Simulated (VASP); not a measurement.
## Cu: single point with PBE

The system is Cu.

```
CELL_PARAMETERS angstrom
-2.91473 2.91473 2.20082
2.91473 -2.91473 2.20082
2.91473 2.91473 -2.20082
ATOMIC_POSITIONS crystal
Cu 0.20087 0.20087 0.40174
Cu 0.79913 0.20087 0.00000
Cu 0.79913 0.79913 0.59826
Cu 0.20087 0.79913 0.00000
Cu 0.50000 0.50000 0.00000
```

The cell was built by a generator and needn't be a form met in nature.

The cell isn't the ideal one: random cell with space group I4/mmm (No. 139).

| Item | Value |
| --- | --- |
| Program | VASP 6.6.1 |
| Task | single point |
| Functional | PBE |
| Potentials or basis | VASP PAW PBE potentials, release 64 (Cu) |
| Cutoff | 520 eV |
| k mesh | 6 × 6 × 6 |
| Occupations | gaussian, width 0.1 eV |
| Spin | no spin polarisation |
| Dipole correction | no |
| Further INCAR settings | ALGO = Fast; EDIFF = 1e-06; NBANDS = 36 |

| Property | Result |
| --- | --- |
| Pressure | 0.6 GPa |
| Largest force | 0.010 eV/Å |
| Band gap on the k mesh | none (metal or under the smearing width) |

Forces on the atoms (eV/Å):
```
Cu   0.007  0.007  0.000
Cu   0.007 -0.007  0.000
Cu  -0.007 -0.007  0.000
Cu  -0.007  0.007  0.000
Cu   0.000  0.000  0.000
```

Stress tensor (GPa, compression positive):
```
0.53 0.00 0.00
0.00 0.53 0.00
0.00 0.00 0.62
```

Levels at points of the mesh, in eV from the Fermi level:
```tsv
k point	band 24	band 25	band 26	band 27	band 28	band 29	band 30	band 31
(0.00, 0.00, 0.00)	-1.58	-1.30	-1.28	1.50	1.50	3.34	4.79	4.81
(0.50, 0.00, 0.00)	-1.35	-1.29	-1.22	-1.21	0.45	0.94	1.69	2.60
(0.50, 0.50, 0.00)	-1.50	-1.43	-1.36	-1.33	2.46	4.02	4.30	4.35
(0.50, 0.50, 0.50)	-1.31	-1.27	-1.09	-0.58	-0.58	-0.23	-0.23	3.49
```

It took 73 s on 1 thread of AMD EPYC 9R45 (Zen 5) (shared host), peak memory 0.19 GiB.
